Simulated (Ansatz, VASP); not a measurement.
**One calculation of Si2Mo, two programs**

```
Si Mo
1.0
    -1.60000    1.60000    3.93050
     1.60000   -1.60000    3.93050
     1.60000    1.60000   -3.93050
Si Mo
2 1
Direct
  0.33300 0.33300 0.00000
  0.66700 0.66700 0.00000
  0.99521 0.97484 0.98858
```

Change from the starting cell: one atom moved.

Alike in both runs: task single point; functional PBEsol; k mesh 16 × 16 × 16; occupations gaussian, width 0.1 eV; no spin polarisation.

|  | VASP | Ansatz |
| --- | --- | --- |
| version | VASP 6.6.1 | Ansatz 0.2.0 |
| potentials or method | VASP PAW PBE potentials, release 64 (Si, Mo_sv) | scalar-relativistic, plane waves, PAW |
| plane-wave cutoff (eV) | 520 | 420 |
| valence electrons in the cell | 22 | 22 |

Ansatz gave:

| Property | Result |
| --- | --- |
| gap on the k mesh at the Fermi level (eV) | none |
| pressure (GPa) | -2.1 |
| largest component of the traceless stress (GPa) | 0.52 |
| rms of the force components (eV/Å) | 0.461 |

Task: Estimate VASP's values.

Result: gap on the k mesh at the Fermi level (eV): none; pressure (GPa): -1.7; largest component of the traceless stress (GPa): 0.50; rms of the force components (eV/Å): 0.465.

Atom by atom the forces differ by 0.005 eV/Å (rms over components). A gap of «none» marks a metal or a gap that the smearing closes. The functional is the same, so the differences come from potentials, cutoffs and numerics.

Caveats: the PAW data sets were made with another functional, which shifts forces and pressure a little (VASP).
